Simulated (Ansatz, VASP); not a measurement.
## KF: VASP beside Ansatz

```
CELL_PARAMETERS angstrom
4.48472 0.00000 0.00000
-2.24236 3.88388 0.00000
0.00000 0.00000 5.27169
ATOMIC_POSITIONS crystal
K 0.33333 0.66667 0.25000
K 0.66667 0.33333 0.75000
F 0.66667 0.33333 0.25000
F 0.33333 0.66667 0.75000
```

Alike in both runs: task single point; functional r2SCAN; k mesh 6 × 6 × 4; no spin polarisation.

|  | VASP | Ansatz |
| --- | --- | --- |
| version | VASP 6.6.1 | Ansatz 0.2.0 |
| potentials or method | VASP PAW PBE potentials, release 64 (K_sv, F) | plane waves, PAW |
| plane-wave cutoff (eV) | 520 | 500 |
| occupations | gaussian, width 0.01 eV | fixed |
| valence electrons in the cell | 32 | 32 |

```csv
,VASP,Ansatz,Ansatz less VASP
gap on the k mesh at the Fermi level (eV),5.95,5.96,+0.007
```

 A k mesh can miss the band edges. r2SCAN opens gaps a little over a GGA but as a rule still falls short of measured ones.
